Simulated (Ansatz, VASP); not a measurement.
**KMgF3 in VASP and in Ansatz**

```
CELL_PARAMETERS angstrom
3.90453 0.00000 0.00000
0.00000 3.90453 0.00000
0.00000 0.00000 3.90453
ATOMIC_POSITIONS crystal
K 0.50000 0.50000 0.50000
Mg 0.00000 0.00000 0.00000
F 0.00000 0.00000 0.50000
F 0.00000 0.50000 0.00000
F 0.50000 0.00000 0.00000
```

Change from the starting cell: volume scaled by 0.94.

Alike in both runs: task single point; functional PBE; k mesh 7 × 7 × 7; occupations fermi-dirac, width 0.05 eV; no spin polarisation.

|  | VASP | Ansatz |
| --- | --- | --- |
| version | VASP 6.6.1 | Ansatz 0.2.0 |
| potentials or method | VASP PAW PBE potentials, release 64 (K_sv, Mg, F) | Ansatz PAW |
| plane-wave cutoff (eV) | 520 | 420 |
| valence electrons in the cell | 32 | 40 |

Ansatz gave:

| Property | Result |
| --- | --- |
| gap on the k mesh at the Fermi level (eV) | 7.86 |
| least direct gap on the mesh (eV) | 8.14 |
| pressure (GPa) | 9.6 |

Q: What did VASP give for the same quantities?

A: gap on the k mesh at the Fermi level (eV): 7.83; least direct gap on the mesh (eV): 8.11; pressure (GPa): 9.2.

The two sets of potentials don't hold the same shells in valence.

Caveats: an odd mesh through Γ misses points on the zone boundary, where band edges often lie (VASP); odd divisions of the mesh miss points on the zone boundary, where band edges often lie, so the gap on the mesh can be too wide (Ansatz); the pressure holds a Pulay correction of +0.6 GPa for the finite cutoff (Ansatz).
